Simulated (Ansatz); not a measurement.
# Ru (P6_3/mmc) in Ansatz: further runs

Runs on Ru. Level: PBE. Tasks: single point.

Everything below comes from runs of Ansatz 0.2.0. Logs are shortened: lines on timing, memory, paths and dates and some standing lists are left out, and cuts for length are marked.

## Step 1: The structure

The structure is hexagonal, space group P6_3/mmc (No. 194). The conventional cell has a = 2.706 Å, b = 2.706 Å, c = 4.282 Å, α = 90.00°, β = 90.00°, γ = 120.00°. Around Ru (site symmetry -6m2) lie 12 Ru at 2.65 to 2.71 Å.

## Step 2: Single point, PBE

File input.yaml:

```yaml
crystal:
  lattice:
    - [2.7058, 0.0, 0.0]
    - [-1.3529, 2.3432915376, 0.0]
    - [0.0, 0.0, 4.2819]
  atoms:
    - { symbol: Ru, position: [0.6666666667, 0.3333333333, 0.75] }
    - { symbol: Ru, position: [0.3333333333, 0.6666666667, 0.25] }
hamiltonian:
  xc: pbe
  pseudopotentials: { kind: paw }
kpoints:
  mp_grid: { grid: [11, 11, 6] }
scf:
  occupations: { method: gaussian, width: 0.014 }
output:
  forces: true
  stress: true
  eigenvalues: true
```

Potentials or basis: Ansatz PAW.

Launch:

```console
$ ansatz run input.yaml --threads 2 --pin off --max-ram 5632MiB --backend cpu --events-out ev --progress --plain --runs-dir out
```

Output:

```text
Warning: RAYON_NUM_THREADS=2 ignored (pool sized by the plan → 2); use --threads N
Engine: ansatz 0.2.0, x86_64-unknown-linux-gnu
Pseudopotentials: kind: paw
Pseudopotential: Ru, paw, valence charge 16, recommended cutoff 420 eV (normal), Ru.paw.azcp
Functional definition: PBE
  parameter kappa = 0.804
  parameter beta = 0.06672455060314922
  exchange = pbe_x(kappa = kappa, mu = beta*pi^2/3)
  correlation = pbe_c(beta = beta)
Crystal: 2 atoms, lattice volume = 27.149 Å³
Basis set: ecut = 420 eV, 537 PW (Γ), exchange–correlation on 40×40×60 points (8 copies of the dense FFT grid, shifted against one another)
Bands: 20, of which v1, the nominal top of the filled ones, is band 16 counted from 1 (15 counted from 0)
Symmetry: 24 space group operations
Space group: P63/mmc (ITA 194), of the structure as read, at distance tolerance 3.0e-5 Å
k-points: 64 of 726
Non-local potential: Ru, projectors of the file, l = 0: 3, l = 1: 2, l = 2: 2, l = 3: 1
PAW form: soft (Blöchl's): semilocal exchange-correlation on the pseudo side does not see the compensation charge
PAW one-centre angular grid: Ru, 590 points (default); XC on 64 Gauss nodes
Initial density: superposition of atomic densities (neutral atoms: chi_scale 0, normalization atom), corrected by the library's trained network
Initial wavefunctions: pseudopotential atomic-orbital guess
Functional: x = pbe(κ = 0.804, μ = 0.2195149727645171), c = pbe(β = 0.06672455060314922)
SCF iter   1: F=—  HF=-11757.355361 eV  |F-HF|=—  |Δ(HF+E_count)|=         —  Δρ=6.48e-3  dr2=2.27e-3  ethr=1.77e-3  ⟨swp⟩=5.6  Hψ=5156  notcnv=0
preconditioner: auto → none  [insulator: Δε(μ)=0.034 eV  Ē_g=5.825 eV  σ=0.014 eV  W_gap=0.58  n_scr=8 (ndim 8)  ℏωp=28.5 eV  f_vac=0.000  D(μ)=7.22/eV (n_scr^D=146)  ε∞_Penn≈25.0]
SCF iter   2: F=—  HF=-11757.358192 eV  |F-HF|=—  |Δ(HF+E_count)|=   2.83e-3  Δρ=3.39e-3  dr2=6.10e-4  ethr=7.09e-6  ⟨swp⟩=2.0  Hψ=3046  notcnv=0  defer=20
SCF iter   3: F=—  HF=-11757.359070 eV  |F-HF|=—  |Δ(HF+E_count)|=   8.79e-4  Δρ=1.70e-4  dr2=2.46e-6  ethr=1.90e-6  ⟨swp⟩=2.0  Hψ=1992  notcnv=0  defer=20
SCF iter   4: F=—  HF=-11757.359033 eV  |F-HF|=—  |Δ(HF+E_count)|=   3.75e-5  Δρ=6.43e-5  dr2=3.27e-7  ethr=7.68e-9  ⟨swp⟩=2.0  Hψ=2289  notcnv=0  defer=20
iter 5 did not close the SCF: its close was put off for the readings that it lacked (scf_convergence_deferred on its scf_iter line)
SCF iter   5: F=-11757.359033 eV  HF=-11757.359033 eV  |F-HF|=3.63e-8  |Δ(HF+E_count)|=   6.95e-8  Δρ=3.09e-5  dr2=4.81e-8  ethr=1.02e-9  ⟨swp⟩=2.0  Hψ=2029  notcnv=0  defer=20
SCF iter   6: F=-11757.359033 eV  HF=-11757.359033 eV  |F-HF|=1.87e-10  |Δ(HF+E_count)|=   3.90e-8  Δρ=1.39e-6  dr2=2.30e-10  ethr=1.50e-10  ⟨swp⟩=2.8  Hψ=4765  notcnv=0
SCF 1 converged in 6 iterations: F = -11757.359033 eV  dr2 = 2.30e-10
SCF converged after 6 iterations
Free energy (F): -11757.359033 eV
Harris-Foulkes:  -11757.359033 eV  (|F-HF|=1.87e-10)
Internal energy: -11757.358321 eV  (E = F + TS)
E sigma→0 (E₀):  -11757.358677 eV
Entropy (-TS):   -0.000712 eV (-0.356 meV/atom)
Fermi energy:    23.477885 eV
--- Per-component energies (eV) ---
  E_band       = -105.839308
  E_kinetic    = 1028.933800
  E_local      = -2515.297301  (includes V_loc(G=0)·N_el)
  E_nonlocal   = 685.936194
  E_hartree    = 808.365895
  E_xc         = -381.451681
  E_vxc        = -478.941858  (∫ρ·V_xc dr)
  E_paw        = -6921.389568  (= ΣΔE_a)
  E_vpaw       = -443.200782  (= ΣTr[D̂ρ^β])
  E_aug_tail   = -0.000389  (compensation charges beyond the density's cutoff)
  E_ewald      = -4462.455271
  E_smearing   = -0.000712  (= −TS)
  E_closure    = -0.000000  (closes the sum)
  Σ components = -11757.359033   (vs F -11757.359033, Δ=0.00e0)
--- Forces (eV/Å), atoms counted from 1 ---
  atom   1  Ru    -0.00000000     0.00000000    -0.00000000
  atom   2  Ru     0.00000000    -0.00000000     0.00000000
  max |Σ_I F_I| component: 4.63e-18 eV/Å
--- Stress (GPa, compression-positive) ---
        4.476640      -0.000000      -0.000000
       -0.000000       4.476640      -0.000000
       -0.000000      -0.000000       4.556411
  P = ⅓ Tr σ = 4.5032 GPa (45.032 kbar)
--- Band table (eV; the first three rows and the last of 64) ---
  k-point 0: bands = ["-49.6033", "-49.3979", "-20.0932", "-19.1568", "-19.1568", "-18.9862", "-18.9862", "-18.9454", "15.5420", "17.3245", "20.9321", "20.9321", "21.1069", "21.6142", "21.6142", "22.1392", "22.1392", "24.7154", "24.7154", "24.8187"]
  k-point 1: bands = ["-49.5898", "-49.4119", "-20.0196", "-19.1454", "-19.1454", "-19.0260", "-18.9977", "-18.9977", "15.8491", "17.4240", "20.7805", "20.7805", "20.9587", "21.4400", "21.4400", "22.5324", "22.5324", "23.8621", "24.7219", "24.7219"]
  k-point 2: bands = ["-49.5526", "-49.4499", "-19.8164", "-19.2431", "-19.1144", "-19.1144", "-19.0291", "-19.0291", "16.6555", "17.6154", "20.6589", "20.6589", "20.6699", "21.0746", "21.0746", "22.0715", "23.3107", "23.3107", "24.5716", "24.5716"]
  k-point 63: bands = ["-49.3827", "-49.3827", "-19.8672", "-19.8672", "-19.5602", "-19.5602", "-19.1451", "-19.1451", "18.6414", "18.6414", "19.5436", "19.5436", "20.8075", "20.8075", "22.4331", "22.4331", "24.8131", "24.8131", "31.2905", "31.2905"]
```

Run time: 1.8 s. Hardware: 2 threads of Intel Xeon at 2.50GHz (Skylake/Cascade Lake), shared host; peak memory 0.33 GiB.

What came out:

```yaml
Free_energy: -11757.3590 eV
Pressure: 4.5 GPa
Band_gap_on_the_k_mesh: none (metal or under the smearing width)
```

Levels at points of the mesh, in eV from the Fermi level:
| k point | band 12 | band 13 | band 14 | band 15 | band 16 | band 17 | band 18 | band 19 | band 20 |
| --- | --- | --- | --- | --- | --- | --- | --- | --- | --- |
| (0.00, 0.00, 0.00) | -2.55 | -2.37 | -1.86 | -1.86 | -1.34 | -1.34 | 1.24 | 1.24 | 1.34 |
| (0.00, 0.00, -0.50) | -2.71 | -2.71 | -2.71 | -2.66 | -2.66 | 0.60 | 0.60 | 0.60 | 0.60 |

## Step 3: Single point, PBE

Edit input.yaml of step 2 so:

```diff
@@ -14,3 +14,3 @@
 scf:
-  occupations: { method: gaussian, width: 0.014 }
+  occupations: { method: gaussian, width: 0.015 }
 output:
```

Potentials or basis: Ansatz PAW.

Launch:

```console
$ ansatz run input.yaml --threads 2 --pin off --max-ram 5632MiB --backend cpu --events-out ev --progress --plain --runs-dir out
```

It took 1.7 s on 2 threads of Intel Xeon at 2.50GHz (Skylake/Cascade Lake), shared host; peak memory 0.33 GiB.

The run converged. Its results:

| Quantity | Value |
| --- | --- |
| Free energy | -11757.3591 eV |
| Pressure | 4.5 GPa |
| Band gap on the k mesh | none (metal or under the smearing width) |

Levels at points of the mesh, in eV from the Fermi level:
| k point | band 12 | band 13 | band 14 | band 15 | band 16 | band 17 | band 18 | band 19 | band 20 |
| --- | --- | --- | --- | --- | --- | --- | --- | --- | --- |
| (0.00, 0.00, 0.00) | -2.55 | -2.37 | -1.86 | -1.86 | -1.34 | -1.34 | 1.24 | 1.24 | 1.34 |
| (0.00, 0.00, -0.50) | -2.71 | -2.71 | -2.71 | -2.66 | -2.66 | 0.60 | 0.60 | 0.60 | 0.60 |

## Step 4: Single point, PBE

Edit input.yaml of step 3 so:

```diff
@@ -14,3 +14,3 @@
 scf:
-  occupations: { method: gaussian, width: 0.015 }
+  occupations: { method: gaussian, width: 0.016 }
 output:
```

Potentials or basis: Ansatz PAW.

Launch:

```console
$ ansatz run input.yaml --threads 2 --pin off --max-ram 5632MiB --backend cpu --events-out ev --progress --plain --runs-dir out
```

Output:

```text
Warning: RAYON_NUM_THREADS=2 ignored (pool sized by the plan → 2); use --threads N
[... 8 set-up lines as earlier in the session ...]
Crystal: 2 atoms, lattice volume = 27.149 Å³
Basis set: ecut = 420 eV, 537 PW (Γ), exchange–correlation on 40×40×60 points (8 copies of the dense FFT grid, shifted against one another)
Bands: 20, of which v1, the nominal top of the filled ones, is band 16 counted from 1 (15 counted from 0)
[... 2 set-up lines as earlier in the session ...]
k-points: 64 of 726
[... 6 set-up lines as earlier in the session ...]
SCF iter   1: F=—  HF=-11757.355463 eV  |F-HF|=—  |Δ(HF+E_count)|=         —  Δρ=6.48e-3  dr2=2.27e-3  ethr=1.77e-3  ⟨swp⟩=5.6  Hψ=5156  notcnv=0
preconditioner: auto → none  [insulator: Δε(μ)=0.034 eV  Ē_g=5.825 eV  σ=0.016 eV  W_gap=0.60  n_scr=8 (ndim 8)  ℏωp=28.5 eV  f_vac=0.000  D(μ)=6.44/eV (n_scr^D=134)  ε∞_Penn≈25.0]
SCF iter   2: F=—  HF=-11757.358294 eV  |F-HF|=—  |Δ(HF+E_count)|=   2.83e-3  Δρ=3.39e-3  dr2=6.10e-4  ethr=7.09e-6  ⟨swp⟩=2.0  Hψ=3036  notcnv=0  defer=20
SCF iter   3: F=—  HF=-11757.359173 eV  |F-HF|=—  |Δ(HF+E_count)|=   8.79e-4  Δρ=1.71e-4  dr2=2.55e-6  ethr=1.90e-6  ⟨swp⟩=2.0  Hψ=1957  notcnv=0  defer=20
SCF iter   4: F=—  HF=-11757.359136 eV  |F-HF|=—  |Δ(HF+E_count)|=   3.71e-5  Δρ=6.44e-5  dr2=3.28e-7  ethr=7.97e-9  ⟨swp⟩=2.0  Hψ=2289  notcnv=0  defer=20
iter 5 did not close the SCF: its close was put off for the readings that it lacked (scf_convergence_deferred on its scf_iter line)
SCF iter   5: F=-11757.359136 eV  HF=-11757.359136 eV  |F-HF|=3.80e-8  |Δ(HF+E_count)|=   6.78e-8  Δρ=3.18e-5  dr2=5.11e-8  ethr=1.02e-9  ⟨swp⟩=2.0  Hψ=2046  notcnv=0  defer=20
SCF iter   6: F=-11757.359136 eV  HF=-11757.359136 eV  |F-HF|=2.18e-10  |Δ(HF+E_count)|=   4.10e-8  Δρ=1.53e-6  dr2=2.59e-10  ethr=1.60e-10  ⟨swp⟩=2.8  Hψ=4768  notcnv=0
SCF 1 converged in 6 iterations: F = -11757.359136 eV  dr2 = 2.59e-10
SCF converged after 6 iterations
Free energy (F): -11757.359136 eV
Harris-Foulkes:  -11757.359136 eV  (|F-HF|=2.18e-10)
Internal energy: -11757.358308 eV  (E = F + TS)
E sigma→0 (E₀):  -11757.358722 eV
Entropy (-TS):   -0.000827 eV (-0.414 meV/atom)
Fermi energy:    23.476917 eV
--- Per-component energies (eV) ---
  E_band       = -105.845183
  E_kinetic    = 1028.930280
  E_local      = -2515.286441  (includes V_loc(G=0)·N_el)
  E_nonlocal   = 685.934054
  E_hartree    = 808.359362
  E_xc         = -381.451439
  E_vxc        = -478.941547  (∫ρ·V_xc dr)
  E_paw        = -6921.388464  (= ΣΔE_a)
  E_vpaw       = -443.199071  (= ΣTr[D̂ρ^β])
  E_aug_tail   = -0.000389  (compensation charges beyond the density's cutoff)
  E_ewald      = -4462.455271
  E_smearing   = -0.000827  (= −TS)
  E_closure    = -0.000000  (closes the sum)
  Σ components = -11757.359136   (vs F -11757.359136, Δ=0.00e0)
--- Forces (eV/Å), atoms counted from 1 ---
  atom   1  Ru    -0.00000000     0.00000000    -0.00000000
  atom   2  Ru    -0.00000000    -0.00000000     0.00000000
  max |Σ_I F_I| component: 9.25e-18 eV/Å
--- Stress (GPa, compression-positive) ---
        4.503571      -0.000000      -0.000000
        0.000000       4.503571      -0.000000
       -0.000000      -0.000000       4.508687
  P = ⅓ Tr σ = 4.5053 GPa (45.053 kbar)
--- Band table (eV; the first three rows and the last of 64) ---
  k-point 0: bands = ["-49.6036", "-49.3982", "-20.0936", "-19.1570", "-19.1570", "-18.9864", "-18.9864", "-18.9458", "15.5420", "17.3244", "20.9320", "20.9320", "21.1067", "21.6141", "21.6141", "22.1390", "22.1390", "24.7153", "24.7153", "24.8186"]
  k-point 1: bands = ["-49.5900", "-49.4122", "-20.0200", "-19.1456", "-19.1456", "-19.0263", "-18.9979", "-18.9979", "15.8491", "17.4238", "20.7804", "20.7804", "20.9584", "21.4399", "21.4399", "22.5322", "22.5322", "23.8620", "24.7217", "24.7217"]
  k-point 2: bands = ["-49.5529", "-49.4502", "-19.8167", "-19.2434", "-19.1146", "-19.1146", "-19.0293", "-19.0293", "16.6555", "17.6153", "20.6588", "20.6588", "20.6697", "21.0745", "21.0745", "22.0714", "23.3105", "23.3105", "24.5715", "24.5715"]
  k-point 63: bands = ["-49.3830", "-49.3830", "-19.8675", "-19.8675", "-19.5604", "-19.5604", "-19.1453", "-19.1453", "18.6413", "18.6413", "19.5435", "19.5435", "20.8074", "20.8074", "22.4330", "22.4330", "24.8128", "24.8128", "31.2904", "31.2904"]
```

It took 1.7 s on 2 threads of Intel Xeon at 2.50GHz (Skylake/Cascade Lake), shared host; peak memory 0.33 GiB.

Results:

| Quantity | Value |
| --- | --- |
| Free energy | -11757.3591 eV |
| Pressure | 4.5 GPa |
| Band gap on the k mesh | none (metal or under the smearing width) |

## Step 5: Single point, PBE

Edit input.yaml of step 4 so:

```diff
@@ -14,3 +14,3 @@
 scf:
-  occupations: { method: gaussian, width: 0.016 }
+  occupations: { method: gaussian, width: 0.017 }
 output:
```

Potentials or basis: Ansatz PAW.

Launch:

```console
$ ansatz run input.yaml --threads 2 --pin off --max-ram 5632MiB --backend cpu --events-out ev --progress --plain --runs-dir out
```

Output:

```text
Warning: RAYON_NUM_THREADS=2 ignored (pool sized by the plan → 2); use --threads N
[... 8 set-up lines as earlier in the session ...]
Crystal: 2 atoms, lattice volume = 27.149 Å³
Basis set: ecut = 420 eV, 537 PW (Γ), exchange–correlation on 40×40×60 points (8 copies of the dense FFT grid, shifted against one another)
Bands: 20, of which v1, the nominal top of the filled ones, is band 16 counted from 1 (15 counted from 0)
[... 2 set-up lines as earlier in the session ...]
k-points: 64 of 726
[... 6 set-up lines as earlier in the session ...]
SCF iter   1: F=—  HF=-11757.355515 eV  |F-HF|=—  |Δ(HF+E_count)|=         —  Δρ=6.48e-3  dr2=2.27e-3  ethr=1.77e-3  ⟨swp⟩=5.6  Hψ=5156  notcnv=0
preconditioner: auto → none  [insulator: Δε(μ)=0.034 eV  Ē_g=5.825 eV  σ=0.017 eV  W_gap=0.60  n_scr=8 (ndim 8)  ℏωp=28.5 eV  f_vac=0.000  D(μ)=6.11/eV (n_scr^D=110)  ε∞_Penn≈25.0]
SCF iter   2: F=—  HF=-11757.358346 eV  |F-HF|=—  |Δ(HF+E_count)|=   2.83e-3  Δρ=3.39e-3  dr2=6.10e-4  ethr=7.09e-6  ⟨swp⟩=2.0  Hψ=3028  notcnv=0  defer=20
SCF iter   3: F=—  HF=-11757.359225 eV  |F-HF|=—  |Δ(HF+E_count)|=   8.79e-4  Δρ=1.71e-4  dr2=2.59e-6  ethr=1.91e-6  ⟨swp⟩=2.0  Hψ=1930  notcnv=0  defer=20
SCF iter   4: F=—  HF=-11757.359187 eV  |F-HF|=—  |Δ(HF+E_count)|=   3.77e-5  Δρ=6.46e-5  dr2=3.30e-7  ethr=8.10e-9  ⟨swp⟩=2.0  Hψ=2290  notcnv=0  defer=20
iter 5 did not close the SCF: its close was put off for the readings that it lacked (scf_convergence_deferred on its scf_iter line)
SCF iter   5: F=-11757.359188 eV  HF=-11757.359188 eV  |F-HF|=3.92e-8  |Δ(HF+E_count)|=   6.66e-8  Δρ=3.23e-5  dr2=5.31e-8  ethr=1.03e-9  ⟨swp⟩=2.0  Hψ=2037  notcnv=0  defer=20
SCF iter   6: F=-11757.359188 eV  HF=-11757.359188 eV  |F-HF|=2.11e-10  |Δ(HF+E_count)|=   4.23e-8  Δρ=1.66e-6  dr2=2.61e-10  ethr=1.66e-10  ⟨swp⟩=2.8  Hψ=4792  notcnv=0
SCF 1 converged in 6 iterations: F = -11757.359188 eV  dr2 = 2.61e-10
SCF converged after 6 iterations
Free energy (F): -11757.359188 eV
Harris-Foulkes:  -11757.359188 eV  (|F-HF|=2.11e-10)
Internal energy: -11757.358303 eV  (E = F + TS)
E sigma→0 (E₀):  -11757.358745 eV
Entropy (-TS):   -0.000885 eV (-0.443 meV/atom)
Fermi energy:    23.476444 eV
--- Per-component energies (eV) ---
  E_band       = -105.847719
  E_kinetic    = 1028.928744
  E_local      = -2515.281692  (includes V_loc(G=0)·N_el)
  E_nonlocal   = 685.933113
  E_hartree    = 808.356507
  E_xc         = -381.451334
  E_vxc        = -478.941412  (∫ρ·V_xc dr)
  E_paw        = -6921.387980  (= ΣΔE_a)
  E_vpaw       = -443.198335  (= ΣTr[D̂ρ^β])
  E_aug_tail   = -0.000389  (compensation charges beyond the density's cutoff)
  E_ewald      = -4462.455271
  E_smearing   = -0.000885  (= −TS)
  E_closure    = -0.000000  (closes the sum)
  Σ components = -11757.359188   (vs F -11757.359188, Δ=0.00e0)
--- Forces (eV/Å), atoms counted from 1 ---
  atom   1  Ru     0.00000000     0.00000000    -0.00000000
  atom   2  Ru     0.00000000    -0.00000000     0.00000000
  max |Σ_I F_I| component: 0.00e0 eV/Å
--- Stress (GPa, compression-positive) ---
        4.514827       0.000000      -0.000000
       -0.000000       4.514827      -0.000000
       -0.000000      -0.000000       4.488821
  P = ⅓ Tr σ = 4.5062 GPa (45.062 kbar)
--- Band table (eV; the first three rows and the last of 64) ---
  k-point 0: bands = ["-49.6037", "-49.3983", "-20.0937", "-19.1571", "-19.1571", "-18.9865", "-18.9865", "-18.9459", "15.5420", "17.3243", "20.9319", "20.9319", "21.1066", "21.6140", "21.6140", "22.1389", "22.1389", "24.7152", "24.7152", "24.8186"]
  k-point 1: bands = ["-49.5902", "-49.4123", "-20.0201", "-19.1457", "-19.1457", "-19.0265", "-18.9980", "-18.9980", "15.8491", "17.4238", "20.7804", "20.7804", "20.9583", "21.4398", "21.4398", "22.5321", "22.5321", "23.8620", "24.7217", "24.7217"]
  k-point 2: bands = ["-49.5530", "-49.4503", "-19.8168", "-19.2436", "-19.1147", "-19.1147", "-19.0294", "-19.0294", "16.6555", "17.6153", "20.6587", "20.6587", "20.6696", "21.0744", "21.0744", "22.0714", "23.3105", "23.3105", "24.5714", "24.5714"]
  k-point 63: bands = ["-49.3831", "-49.3831", "-19.8676", "-19.8676", "-19.5605", "-19.5605", "-19.1455", "-19.1455", "18.6412", "18.6412", "19.5434", "19.5434", "20.8074", "20.8074", "22.4329", "22.4329", "24.8127", "24.8127", "31.2903", "31.2903"]
```

It took 1.8 s on 2 threads of Intel Xeon at 2.50GHz (Skylake/Cascade Lake), shared host; peak memory 0.33 GiB.

Results:

| Quantity | Value |
| --- | --- |
| Free energy | -11757.3592 eV |
| Pressure | 4.5 GPa |
| Band gap on the k mesh | none (metal or under the smearing width) |

Levels at points of the mesh, in eV from the Fermi level:
| k point | band 14 | band 15 | band 16 | band 17 | band 18 | band 19 |
| --- | --- | --- | --- | --- | --- | --- |
| (0.00, 0.00, 0.00) | -1.86 | -1.86 | -1.34 | -1.34 | 1.24 | 1.24 |
| (0.00, 0.00, -0.50) | -2.71 | -2.66 | -2.66 | 0.60 | 0.60 | 0.60 |

## Step 6: Summary

| smearing | gap on the mesh (eV) | pressure (GPa) |
| --- | --- | --- |
| gaussian 0.014 eV | none | 4.5 |
| gaussian 0.015 eV | none | 4.5 |
| gaussian 0.016 eV | none | 4.5 |
| gaussian 0.017 eV | none | 4.5 |

Alike in all rows: task single point; level PBE; potentials or basis Ansatz PAW; no spin polarisation; cell as given; k mesh 11 × 11 × 6; cutoff (eV) 420.

Every run on the cell as given and a fine mesh finds a metal.

Total energies depend on the potentials used, so only differences within one code and one set of settings carry meaning.
